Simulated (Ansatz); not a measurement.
**TaN (P-62m), a vibration from a frozen displacement**

These are results of DFT PBEsol, scalar-relativistic, plane waves, PAW (Ansatz), not measurements. The runs took a 420 eV cutoff, a Γ-centred 12×12×16 mesh and Gaussian smearing (0.15 eV). Spin–orbit coupling is left out, which matters for the heavy elements here. No spin polarisation. Energies are free energies at this smearing, counted from the undisturbed cell; pressure is positive in compression.

The starting cell (relaxed at this level):

```xyz
6
Lattice="5.1789 0.0000 0.0000 -2.5895 4.4851 0.0000 0.0000 0.0000 2.8960" Properties=species:S:1:pos:R:3 pbc="T T T"
Ta    0.0000    2.9901    1.4480
Ta    2.5895    1.4950    1.4480
Ta    0.0000    0.0000    0.0000
N     2.0372    0.0000    0.0000
N     1.5708    2.7208    0.0000
N    -1.0186    1.7643    0.0000
```

Every Ta atom is moved by x along the Cartesian unit vector (0.000, 1.000, 0.000); the cell and all other atoms stay fixed. The cell's volume is 67.27 Å³; the moved atoms weigh 542.844 u together and the others 42.021 u. Some rows repeat others by symmetry and weren't run.

```csv
x (Å),ΔE (meV/cell),total force on the moved atoms along the move (eV/Å),pressure (GPa)
-0.5000,6546.93,24.8786,43.8821
-0.4375,5073.26,22.2859,33.9505
-0.3750,3763.57,19.5819,25.1221
-0.2500,1691.78,13.4349,11.2453
-0.1250,425.03,6.7903,2.8187
0.0000,0.00,0.0000,0.0019
0.1250,425.03,-6.7903,2.8187
0.2500,1691.78,-13.4349,11.2453
0.3750,3763.57,-19.5819,25.1221
0.4375,5073.26,-22.2859,33.9505
0.5000,6546.93,-24.8786,43.8821
```

Q: What frequency belongs to this motion?

A: The force constant is k = −dF/dx = 54.322 eV/Å², from the parabola through x = -0.1250, 0 and 0.1250. In every cell the moved atoms swing against the rest, so the mass is μ = m₁m₂/(m₁ + m₂) = 39.002 u, and ν̃ = 521.5 cm⁻¹ × √(|k|/μ) = 615 cm⁻¹. The pattern needn't be a normal mode: ν̃² is then a weighted mean of the squared nonzero frequencies at the zone centre of this cell, so it lies between the lowest and the highest of them.

Q: How far does the harmonic law reach?

A: At x = -0.500 Å, kx²/2 = 6790.30 meV against the computed 6546.93 meV (-3.6 %): the well is still close to harmonic there.

Q: The pressure changes with x². What does that say about the frequency under compression?

A: With E = k(V)x²/2, k ∝ V^(−2γ) and x scaling with the cell as V^(1/3), P − P0 = −∂E/∂V = (2γ − 2/3) ΔE/V. At x = 0.2500 Å, V(P − P0) = 67.27 × 11.24346 / 160.2 eV = 4720.60 meV and ΔE = 1691.78 meV, so γ = 1/3 + V(P − P0)/(2ΔE) = 1.73. This is the Grüneisen parameter of the motion under uniform scaling of the cell: shrinking the cell evenly by 1 % in volume raises the frequency by about 1.73 %.

In a metal these slopes depend on the k mesh and the smearing.

The restoring force shows a stiff, nearly parabolic well for the tantalum sublattice moving against nitrogen. Two things put the frequency high: strong Ta–N bonds, with covalent Ta 5d–N 2p character on top of their ionic part, and a reduced mass close to that of the light nitrogen sublattice, which does most of the moving in the actual vibration. Opposite displacements are mirror images, so odd terms cancel in the energy even though individual Ta–N contacts are anharmonic. What remains is a mild even-order softening at large amplitude.

The pressure rises because shortened contacts repel more strongly than stretched ones pull back. The same steepness of the bond potential explains why the motion stiffens under compression, as the positive Grüneisen parameter of 1.73 expresses. The motion is polar, but carriers in a metal screen the long-range field, so no sizeable LO–TO splitting is expected. Positive curvature along this one pattern doesn't establish dynamical stability, since a soft mode could lie in another distortion or away from the zone centre.
